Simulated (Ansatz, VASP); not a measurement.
# TePb in VASP and in Ansatz

Contents of INCAR:

```
ALGO = Normal ; EDIFF = 1E-6
ENCUT = 520 ; GGA = PS
ISIF = 2 ; ISMEAR = 0
LASPH = T ; LCHARG = T
LELF = T ; LREAL = F
LVHAR = T ; LWAVE = F
NBANDS = 17 ; NELM = 100
PREC = Accurate ; SIGMA = 0.05
```

File KPOINTS:

```
k-points
0
Gamma
  8 8 8
```

POSCAR

```
TePb
1.0
    0.0000000000      3.4066380285      2.8956423242
    3.4066380285      0.0000000000      2.8956423242
    3.4066380285      3.4066380285      0.0000000000
Te Pb
1 1
Direct
    0.5000000000      0.5000000000      0.5000000000
    0.0000000000      0.0000000000      0.0000000000
```

Input for Ansatz:

```yaml
crystal:
  lattice:
    - [0.0, 3.4066380285, 2.8956423242]
    - [3.4066380285, 0.0, 2.8956423242]
    - [3.4066380285, 3.4066380285, 0.0]
  atoms:
    - { symbol: Te, position: [0.5, 0.5, 0.5] }
    - { symbol: Pb, position: [0.0, 0.0, 0.0] }
basis:
  ecutwfc: 420
kpoints:
  mp_grid: { grid: [8, 8, 8] }
hamiltonian:
  xc: pbesol
scf:
  occupations: { method: gaussian, width: 0.05 }
output:
  forces: true
  stress: true
  eigenvalues: true
```

Alike in both runs: task single point; functional PBEsol; k mesh 8 × 8 × 8; occupations gaussian, width 0.05 eV; no spin polarisation.

|  | VASP | Ansatz |
| --- | --- | --- |
| version | VASP 6.6.1 | Ansatz 0.2.0 |
| potentials or method | VASP PAW PBE potentials, release 64 (Te, Pb_d) | scalar-relativistic, plane waves, PAW |
| plane-wave cutoff (eV) | 520 | 420 |
| valence electrons in the cell | 20 | 30 |

```csv
,VASP,Ansatz,Ansatz less VASP
gap on the k mesh at the Fermi level (eV),none,none,-
pressure (GPa),3.4,3.5,+0.04
largest component of the traceless stress (GPa),16.01,16.03,+0.026
```

A gap of «none» marks a metal or a gap that the smearing closes. The two sets of potentials don't hold the same shells in valence.

Caveats: the PAW data sets were made with another functional, which shifts forces and pressure a little (VASP). The runs have no spin-orbit coupling, so splittings on Pb, Te are missing.
